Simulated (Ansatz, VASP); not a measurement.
One calculation of Si, two programs

```
Si
1.0
     0.00000    2.73306    2.71406
     2.73306    0.00000    2.71406
     2.73306    2.73306    0.00000
Si
2
Cartesian
  0.0000 0.0000 0.0000
  1.3665 1.3665 1.3570
```

Change from the starting cell: strained cell.

Alike in both runs: task relaxation of the atoms; functional r2SCAN; k mesh 8 × 8 × 8; occupations gaussian, width 0.02 eV; no spin polarisation.

```csv
,VASP,Ansatz
version,VASP 6.6.1,Ansatz 0.2.0
potentials or method,"VASP PAW PBE potentials, release 64 (Si)","scalar-relativistic, plane waves, PAW"
plane-wave cutoff (eV),520,500
valence electrons in the cell,8,8
```

|  | VASP | Ansatz | Ansatz less VASP |
| --- | --- | --- | --- |
| gap on the k mesh at the Fermi level, each at its own relaxed structure (eV) | 0.75 | 0.74 | -0.015 |

Ansatz warned: «stress_scf_threshold_loose».

Caveats: the relaxation stopped at its first step, so nothing moved. A k mesh can miss the band edges.
